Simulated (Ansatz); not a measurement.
La₂O₃: rattling a relaxed structure

It was relaxed at this level from a Materials Project cell.

The calculation used DFT PBE, scalar-relativistic, plane waves, PAW (Ansatz 0.2.0). Settings: cutoff 420 eV, Γ-centred mesh 6×6×8 on the computed 5-atom cell, Gaussian smearing of 0.02 eV; no spin polarisation.

The cell below (5 atoms, space group P6/mmm (No. 191)) is relaxed within its symmetry.

```
La O
1.0
     6.37173    0.00000    0.00000
    -3.18586    5.51808    0.00000
     0.00000    0.00000    3.28674
La O
2 3
Direct
  0.33333 0.66667 0.50000
  0.66667 0.33333 0.50000
  0.49998 0.49998 0.00000
  0.00000 0.50002 0.00000
  0.50002 0.00000 0.00000
```

For the test a repeat of it with 10 atoms (edges 3.29, 6.37, 11.04 Å) was strained at random (σ = 1.5 % a component), the atoms were moved at random (σ = 0.15 Å), and all was relaxed again on a coarse 4×2×2 mesh (in the run’s order of axes) with 0.10 eV smearing, with no symmetry imposed.

**Question.** Is the structure stable against such a distortion?

**Answer.** It returns, within 1 meV/atom of the unmoved cell on that mesh and with the same symmetry when read at 0.1 Å (P-1 at 0.01 Å, so small strains and shifts remain). So it is stable against the distortions that fit this cell and that this random move excites. Modes that don't fit the cell aren't tested. Another cell of La2O3 relaxed alike, in P-3m1 (a Materials Project cell), lies 210 meV/atom lower, so this cell isn't the stable form at this level.
